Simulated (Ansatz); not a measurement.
The system is CdS (Greenockite).

```
CELL_PARAMETERS angstrom
4.15000 0.00000 0.00000
-2.07500 3.59401 0.00000
0.00000 0.00000 6.73700
ATOMIC_POSITIONS crystal
Cd 0.66667 0.33333 0.50000
Cd 0.33333 0.66667 0.00000
S 0.66667 0.33333 0.87500
S 0.33333 0.66667 0.37500
```

Base run:

```yaml
Program: Ansatz 0.2.0
Functional: LDA
Potentials_or_basis: all-electron LAPW, scalar-relativistic
Cutoff: 227 eV
Density_cutoff: 910 eV
Basis_error_allowed: 0.002 eV/atom
k_mesh: 7 × 7 × 4
Occupations: fermi-dirac, width 0.05 eV
Spin: no spin polarisation
```

Its results: band gap on the k mesh 0.91 eV, direct; pressure -3.1 GPa; largest force 0.061 eV/Å.

Task: The run is repeated on the same cell with these changes: functional from LDA to PBEsol. What comes out?

Result: Band gap on the k mesh 1.06 eV, direct; pressure -1.0 GPa; largest force 0.065 eV/Å.

PBEsol binds less tightly than LDA, so the same cell stands under more pressure.

Not every run made on this cell is shown here.
